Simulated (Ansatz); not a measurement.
# B on Pd(110), ontop start, 2x2 cell: work function, bands and core levels, part 3 of 3

Wanted: core-level shifts and unfolded surface bands for B on Pd(110), ontop start, 2x2 cell. Spin–orbit coupling is left out of the bands throughout.

Ansatz 0.2.0; DFT, PBE, plane-wave PAW, scalar-relativistic; PAW set soft_1.

So far, work function, upper face (eV): step 2 (the clean face) 4.77; step 3 (relaxation) 5.37; step 4 (layer-resolved bands, DOS and potential) 5.37.

## 5. Z+1 stand-in on atom 5

System of this step: AgB3Pd19. The cell holds 23 atoms: 3 B, 19 Pd and 1 Ag. Its edges and angles: a = 7.880 Å, b = 5.572 Å, c = 22.522 Å, α = 90.0°, β = 90.0°, γ = 90.0°. It derives from Pd. Regions: ad, 3 atoms (3 B); L1, 4 atoms (3 Pd and 1 Ag); L2, 4 atoms (4 Pd); L3, 4 atoms (4 Pd); rest, 8 atoms (8 Pd). Vacuum lies along c.

An atom with a screened core hole acts much like the next element, so total energies with that element on different sites give core-level shifts.

input.yaml

```yaml
crystal:
  lattice:
    - [7.88, 0.0, 0.0]
    - [0.0, 5.5720014357, 0.0]
    - [0.0, 0.0, 22.5220014357]
  atoms:
    - { symbol: B, position: [0.0006495969, 0.0, 0.6635414487] }
    - { symbol: B, position: [0.499203142, 0.5, 0.6613658682] }
    - { symbol: B, position: [0.000736064, 0.5, 0.6636117708] }
    - { symbol: Pd, position: [4.74542e-05, 0.0, 0.5832747474] }
    - { symbol: Ag, position: [0.4999944111, 0.0, 0.5778893614] }
    - { symbol: Pd, position: [6.49638e-05, 0.5, 0.583344684] }
    - { symbol: Pd, position: [0.4999805228, 0.5, 0.5821735762] }
    - { symbol: Pd, position: [0.2487937389, 0.2498696493, 0.5209652346] }
    - { symbol: Pd, position: [0.7512316742, 0.2498748682, 0.5209870617] }
    - { symbol: Pd, position: [0.2487937389, 0.7501303507, 0.5209652346] }
    - { symbol: Pd, position: [0.7512316742, 0.7501251318, 0.5209870617] }
    - { symbol: Pd, position: [0.0, 0.0, 0.456708998] }
    - { symbol: Pd, position: [0.5, 0.0, 0.456708998] }
    - { symbol: Pd, position: [0.0, 0.5, 0.456708998] }
    - { symbol: Pd, position: [0.5, 0.5, 0.456708998] }
    - { symbol: Pd, position: [0.25, 0.25, 0.394858351] }
    - { symbol: Pd, position: [0.75, 0.25, 0.394858351] }
    - { symbol: Pd, position: [0.25, 0.75, 0.394858351] }
    - { symbol: Pd, position: [0.75, 0.75, 0.394858351] }
    - { symbol: Pd, position: [0.0, 0.0, 0.333007705] }
    - { symbol: Pd, position: [0.5, 0.0, 0.333007705] }
    - { symbol: Pd, position: [0.0, 0.5, 0.333007705] }
    - { symbol: Pd, position: [0.5, 0.5, 0.333007705] }
kpoints:
  mp_grid: { grid: [6, 8, 1] }
scf:
  occupations: { method: fermi_dirac, width: 0.05 }
  n_extra_bands: 19
hamiltonian:
  xc: pbe
  pseudopotentials: { kind: paw, azcp: { folder: soft_1 } }
output:
  forces: true
  write_potential: true
  volumetric_format: []
efield:
  axis: 3
  dipole_correction: true
```

Command:

```console
> ansatz run input.yaml --threads 8 --pin off --max-ram 40960MiB --backend cuda --events-out ev --progress --plain --runs-dir out
```

Run time: 5.1 s. Hardware: 1 × NVIDIA GB200 with 8 threads of Arm Neoverse V2, shared host; peak memory 1.7 GiB.

Numbers from this step:

- free energy: -140528.9796 eV
- energy at zero smearing: -140528.8193 eV
- smearing term TS: 0.3207 eV
- Fermi energy: 2.694 eV

## 6. Z+1 stand-in on atom 6

System of this step: AgB3Pd19. The cell holds 23 atoms: 3 B, 19 Pd and 1 Ag. Its edges and angles: a = 7.880 Å, b = 5.572 Å, c = 22.522 Å, α = 90.0°, β = 90.0°, γ = 90.0°. It derives from Pd. Regions: ad, 3 atoms (3 B); L1, 4 atoms (3 Pd and 1 Ag); L2, 4 atoms (4 Pd); L3, 4 atoms (4 Pd); rest, 8 atoms (8 Pd). Vacuum lies along c.

The same swap on atom 6.

input.yaml: that of step 5 with these lines changed.

```diff
@@ -10,4 +10,4 @@
     - { symbol: Pd, position: [4.74542e-05, 0.0, 0.5832747474] }
-    - { symbol: Ag, position: [0.4999944111, 0.0, 0.5778893614] }
-    - { symbol: Pd, position: [6.49638e-05, 0.5, 0.583344684] }
+    - { symbol: Pd, position: [0.4999944111, 0.0, 0.5778893614] }
+    - { symbol: Ag, position: [6.49638e-05, 0.5, 0.583344684] }
     - { symbol: Pd, position: [0.4999805228, 0.5, 0.5821735762] }
```

Run time: 5.3 s. Hardware: 1 × NVIDIA GB200 with 8 threads; peak memory 1.8 GiB.

This step gave:

```
free energy             : -140527.2366 eV
energy at zero smearing : -140527.0666 eV
smearing term TS        : 0.3400 eV
Fermi energy            : 2.713 eV
```

## 7. Z+1 stand-in on atom 12

System of this step: AgB3Pd19. The cell holds 23 atoms: 3 B, 19 Pd and 1 Ag. Cell: a = 7.880 Å, b = 5.572 Å, c = 22.522 Å, α = 90.0°, β = 90.0°, γ = 90.0°. It derives from Pd. Regions: ad, 3 atoms (3 B); L1, 4 atoms (4 Pd); L2, 4 atoms (4 Pd); L3, 4 atoms (1 Ag and 3 Pd); rest, 8 atoms (8 Pd). Vacuum lies along c.

The same swap on atom 12.

input.yaml: that of step 6 with these lines changed.

```diff
@@ -11,3 +11,3 @@
     - { symbol: Pd, position: [0.4999944111, 0.0, 0.5778893614] }
-    - { symbol: Ag, position: [6.49638e-05, 0.5, 0.583344684] }
+    - { symbol: Pd, position: [6.49638e-05, 0.5, 0.583344684] }
     - { symbol: Pd, position: [0.4999805228, 0.5, 0.5821735762] }
@@ -17,3 +17,3 @@
     - { symbol: Pd, position: [0.7512316742, 0.7501251318, 0.5209870617] }
-    - { symbol: Pd, position: [0.0, 0.0, 0.456708998] }
+    - { symbol: Ag, position: [0.0, 0.0, 0.456708998] }
     - { symbol: Pd, position: [0.5, 0.0, 0.456708998] }
```

It took 7.8 s on 1 × NVIDIA GB200 with 8 threads; peak memory 1.8 GiB.

This step gave:

| Property | Result |
| --- | --- |
| free energy | -140528.6382 eV |
| energy at zero smearing | -140528.4855 eV |
| smearing term TS | 0.3054 eV |
| Fermi energy | 2.638 eV |

## 8. Shifts from the Z+1 runs

An atom with a screened core hole acts like the next element, so the difference of two such total energies is the shift between the two sites; positive is more bound. Shifts count from the last listed atom of each element.

```
atom   region  replaced by  shell meant  free energy (eV)  shift (eV)
 Pd5  layer 1           Ag           3d       -140528.980       -0.34
 Pd6  layer 1           Ag           3d       -140527.237       +1.40
Pd12  layer 3           Ag           3d       -140528.638       +0.00
```

The stand-in's nearest image is 5.6 Å away. The method gives no absolute levels and the same shift for every shell of an atom.

## 9. Maps in the surface zone

System of this step: B3Pd20. The cell holds 23 atoms: 3 B and 20 Pd. Its edges and angles: a = 7.880 Å, b = 5.572 Å, c = 22.522 Å, α = 90.0°, β = 90.0°, γ = 90.0°. It derives from Pd. How the cell was made: adsorbate; added: B; site: ontop; coverage 0.75 monolayer; cell: 2x2; on one face. Regions: ad, 3 atoms (3 B); L1, 4 atoms (4 Pd); L2, 4 atoms (4 Pd); L3, 4 atoms (4 Pd); rest, 8 atoms (8 Pd). Vacuum lies along c.

Analysers record intensity over the zone at fixed energy, so the same weights are taken on a square grid of wave vectors.

input.yaml: that of step 7 with these lines changed.

```diff
@@ -17,3 +17,3 @@
     - { symbol: Pd, position: [0.7512316742, 0.7501251318, 0.5209870617] }
-    - { symbol: Ag, position: [0.0, 0.0, 0.456708998] }
+    - { symbol: Pd, position: [0.0, 0.0, 0.456708998] }
     - { symbol: Pd, position: [0.5, 0.0, 0.456708998] }
@@ -33,3 +33,3 @@
   occupations: { method: fermi_dirac, width: 0.05 }
-  n_extra_bands: 19
+  n_extra_bands: 25
 hamiltonian:
@@ -41,2 +41,19 @@
   volumetric_format: []
+  eigenstates:
+    kpoints:
+      - [0.246711, -0.2397626, 0.0]
+      - [0.3928184, -0.2397626, 0.0]
+      - [-0.4610742, -0.2397626, 0.0]
+      - [-0.3149668, -0.2397626, 0.0]
+      - [-0.1688594, -0.2397626, 0.0]
+      - [-0.022752, -0.2397626, 0.0]
+      # [... 161 more points ...]
+      - [-0.1461074, 0.0, 0.0]
+      - [0.0, 0.0, 0.0]
+    e_range: [-3.0, 1.5]
+    unfold:
+      supercell_matrix: [[2, 0, 0], [0, 2, 0], [0, 0, 1]]
+      layers:
+        axis: 3
+        edges: [0.155404, 0.441245, 0.441345, 0.560648, 0.560748, 0.841214]
 efield:
```

Wall time 25 s (1 × NVIDIA GB200 with 8 threads); peak memory 13 GiB; 2.4 min of CPU time.

This step gave:

```
free energy             : -139910.9041 eV
energy at zero smearing : -139910.7328 eV
smearing term TS        : 0.3426 eV
Fermi energy            : 2.643 eV
```

A(k, E = +0.00 eV), top over kx and ky. Zero: Fermi level; centre [0, 0, 0]; axes [1, 0, 0], [0, 1, 0].

Ten even steps from '_' (0.11 eV⁻¹) to '@' (1.11 eV⁻¹):
```
++--::::______..::--==++::++==--::..______::::--++
**++====------====++**++--++**++====------====++**
%%++----==++==----++%%@@##@@%%++----==++==----++%%
%%++----==++++==--==##%%##%%##==--==++++==----++%%
**++==--::....::--==++==::==++==--::....::--==++**
++++==++__..__::==++++%%%%%%++++==::__..__++==++++
++--....______--..::==--::--==::..--______....--++
--++....++__......--==------==--......__++....++--
--==::....__++....++--......--++....++__....::==--
--::--..__##....==::==......==::==....##__..--::--
==::..==..--::--..::==========::..--::--..==..::==
==------##::==------====--====------==::##------==
====--==++====++--====--::--====--++====++==--====
==------##::==------====--====------==::##------==
==::..==..--::--..::==========::..--::--..==..::==
--::--..__##....==::==......==::==....##__..--::--
--==::....__++....++--......--++....++__....::==--
--++....++__......--==------==--......__++....++--
++--....______--..::==--::--==::..--______....--++
++++==++__..__::==++++%%%%%%++++==::__..__++==++++
**++==--::....::--==++==::==++==--::....::--==++**
%%++----==++++==--==##%%##%%##==--==++++==----++%%
%%++----==++==----++%%@@##@@%%++----==++==----++%%
**++====------====++**++--++**++====------====++**
++--::::______..::--==++::++==--::..______::::--++
```
Columns: kx (Å⁻¹) from -1.40 to 1.40; rows upwards: ky (Å⁻¹) from -1.40 to 1.40.

A(k, E = -0.50 eV), top over kx and ky. Zero: Fermi level; centre [0, 0, 0]; axes [1, 0, 0], [0, 1, 0].

Ten even steps from '_' (0.48 eV⁻¹) to '@' (1.85 eV⁻¹):
```
--..::--::::..--::..::--++--::..::--..::::--::..--
--::::::####%%--..::--==++==--::..--%%####::::::--
::--::----##==::--::----**----::--::==##----::--::
--::::::++@@**--::::::--##--::::::--**@@++::::::--
==::::::==--==--::::==--==--==::::--==--==::::::==
::..::::__::....::..::::++::::..::....::__::::..::
--..____......____..--==**==--..____......____..--
--______..____..____::::..::::____..____..______--
::____....____::____::::..::::____::____....____::
..::__....____..........::..........____....__::..
::--==..........::----..__..----::..........==--::
::==::..------..::----..__..----::..------..::==::
::++::::::..::..::====..__..====::..::..::::::++::
::==::..------..::----..__..----::..------..::==::
::--==..........::----..__..----::..........==--::
..::__....____..........::..........____....__::..
::____....____::____::::..::::____::____....____::
--______..____..____::::..::::____..____..______--
--..____......____..--==**==--..____......____..--
::..::::__::....::..::::++::::..::....::__::::..::
==::::::==--==--::::==--==--==::::--==--==::::::==
--::::::++@@**--::::::--##--::::::--**@@++::::::--
::--::----##==::--::----**----::--::==##----::--::
--::::::####%%--..::--==++==--::..--%%####::::::--
--..::--::::..--::..::--++--::..::--..::::--::..--
```
Columns: kx (Å⁻¹) from -1.40 to 1.40; rows upwards: ky (Å⁻¹) from -1.40 to 1.40.

Levels are drawn here with a half width of 0.08 eV, so heights of A(k,E) don't compare between steps with other widths.

In the map at +0.00 eV the intensity peaks 1.17 Å⁻¹ from the map's centre (the map runs past the first zone), and 74 % of the points pass 30 % of that peak; the grid step of 0.12 Å⁻¹ is coarse against sharp contours.

## 10. Another try

In this try the input is made faulty on purpose, to show what that does.

This step: DFT, PBE, plane-wave PAW, default files, scalar-relativistic; changed: crystal.atoms[0].spin = 2.0, scf.max_iter = 60 (Ansatz 0.2.0).

input.yaml: that of step 9 with these lines changed.

```diff
@@ -6,3 +6,3 @@
   atoms:
-    - { symbol: B, position: [0.0006495969, 0.0, 0.6635414487] }
+    - { symbol: B, position: [0.0006495969, 0.0, 0.6635414487], spin: 2.0 }
     - { symbol: B, position: [0.499203142, 0.5, 0.6613658682] }
@@ -34,2 +34,3 @@
   n_extra_bands: 25
+  max_iter: 60
 hamiltonian:
@@ -41,19 +42,13 @@
   volumetric_format: []
-  eigenstates:
-    kpoints:
-      - [0.246711, -0.2397626, 0.0]
-      - [0.3928184, -0.2397626, 0.0]
-      - [-0.4610742, -0.2397626, 0.0]
-      - [-0.3149668, -0.2397626, 0.0]
-      - [-0.1688594, -0.2397626, 0.0]
-      - [-0.022752, -0.2397626, 0.0]
-      # [... 161 more points ...]
-      - [-0.1461074, 0.0, 0.0]
-      - [0.0, 0.0, 0.0]
-    e_range: [-3.0, 1.5]
-    unfold:
-      supercell_matrix: [[2, 0, 0], [0, 2, 0], [0, 0, 1]]
-      layers:
-        axis: 3
-        edges: [0.155404, 0.441245, 0.441345, 0.560648, 0.560748, 0.841214]
+  dos:
+    projected:
+      site_lists:
+        adsorbate: [0, 1, 2]
+        layer_1: [3, 4, 5, 6]
+        layer_2: [7, 8, 9, 10]
+        layer_3: [11, 12, 13, 14]
+        other_layers: [15, 16, 17, 18, 19, 20, 21, 22]
+    de: 0.05
+    e_range: [-30, 12]
+    method: { smearing: { sigma: 0.15, scheme: gaussian } }
 efield:
```

It took 0.03 s on 8 threads; peak memory 0.035 GiB.

The program refused the input before any cycle.

The program's message: “Error: inconsistent input (magnetization.spin_polarized): false but per-atom `spin:`, `per_species`, `initial_magnetization`, `magnetic_field`, or `spin_locking` is set”

The change that led to it: crystal.atoms[0].spin = 2.0.

## 11. Summary of results

```
work function                                                                 : 5.37 eV (other face 4.77 eV)
change from the clean face                                                    : +0.60 eV
Pd 4d centre of the filled part above −10 eV, from the plotted curve, layer 3 : -2.37 eV
Pd 4d centre of the filled part above −10 eV, from the plotted curve, layer 1 : -2.92 eV
Pd core shifts among the listed atoms, from the last listed one               : -0.34 to +1.40 eV
```

In words: The Fermi level of B on Pd(110), ontop start, 2x2 cell lies 5.37 eV (other face 4.77 eV) below the vacuum, a change of +0.60 eV from the clean face. Only the strongest levels a point were stored, too few to count surface states. After relaxation B2 stands 1.79 Å above the top layer, bonded to 1 Pd atom at 1.78 Å. The bare lower face differs from the lower face of the clean 1×1 slab by 0.02 eV, a measure of the error from mesh and slab. Core shifts by the Z+1 route: Pd -0.34 to +1.40 eV. Among the sites run, the most bound Pd 3d level is that of Pd6 (layer 1), bonded to 7 Pd and 1 B; the least bound, 1.74 eV shallower, that of Pd5 (layer 1), bonded to 7 Pd. At 21.2 eV the valence spectrum has its highest listed peaks within 8.75 eV at 0.6 eV (Pd 4d) and 2.1 eV (Pd 4d). At 1486.7 eV the valence spectrum has its highest listed peaks within 8.75 eV at 0.5 eV (Pd 4d), 1.2 eV (Pd 4d) and 2.1 eV (Pd 4d). The shell named is the one with most of the intensity, cross sections included, not always the one with most states there. Spin–orbit coupling is left out, which matters for the heavy atoms here. The slab's own atoms span 5.6 Å, so bulk bands appear as a few quantum-well levels, and states of the two faces can mix.

[Logs are printed without paths, hosts, clocks, repeated set-up lines and the standing remarks that a program may print on its own settings, such as how far it seeks lower states.]

[Hosts, paths, dates, database ids (printed as entryN), source tags and the programs' standing remarks are cut or masked in the printed files.]

[Maps of the electrostatic potential energy from Ansatz leave out the sawtooth potential of an applied field or a dipole correction, so their vacuum need not be flat; work functions include it.]
